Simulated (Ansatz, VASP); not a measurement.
# Mo in VASP and in Ansatz

The input INCAR:

```
SYSTEM = Mo
PREC = Accurate
ENCUT = 520
EDIFF = 1E-7
ISMEAR = -1
SIGMA = 0.05
LREAL = .FALSE.
LASPH = .TRUE.
NELM = 100
ALGO = Normal
ISIF = 2
LWAVE = .FALSE.
LCHARG = .FALSE.
GGA = PE
NBANDS = 13
```

File KPOINTS:

```
regular mesh
0
G
  12 12 12
  0 0 0
```

Contents of POSCAR:

```
Mo
1.0
   -1.5624035240      1.5624035240      1.5624035240
    1.5624035240     -1.5624035240      1.5624035240
    1.5624035240      1.5624035240     -1.5624035240
Mo
1
Direct
    0.0000000000      0.0000000000      0.0000000000
```

Contents of input.yaml:

```yaml
crystal:
  lattice:
    - [-1.562403524, 1.562403524, 1.562403524]
    - [1.562403524, -1.562403524, 1.562403524]
    - [1.562403524, 1.562403524, -1.562403524]
  atoms:
    - { symbol: Mo, position: [0.0, 0.0, 0.0] }
hamiltonian:
  xc: pbe
  pseudopotentials: { kind: paw, azcp: { folder: soft_1 } }
kpoints:
  mp_grid: { grid: [12, 12, 12] }
scf:
  occupations: { method: fermi_dirac, width: 0.05 }
output:
  forces: true
  stress: true
  eigenvalues: true
```

Alike in both runs: task single point; functional PBE; k mesh 12 × 12 × 12; occupations fermi-dirac, width 0.05 eV; no spin polarisation.

|  | VASP | Ansatz |
| --- | --- | --- |
| version | VASP 6.6.1 | Ansatz 0.2.0 |
| potentials or method | VASP PAW PBE potentials, release 64 (Mo_sv) | Ansatz PAW soft_1 |
| plane-wave cutoff (eV) | 520 | 420 |
| valence electrons in the cell | 14 | 14 |

VASP gave:

| Property | Result |
| --- | --- |
| gap on the k mesh at the Fermi level (eV) | none |
| pressure (GPa) | 10.1 |

Task: Which values does Ansatz return?

Result: gap on the k mesh at the Fermi level (eV): none; pressure (GPa): 9.5.

A gap of «none» marks a metal or a gap that the smearing closes.
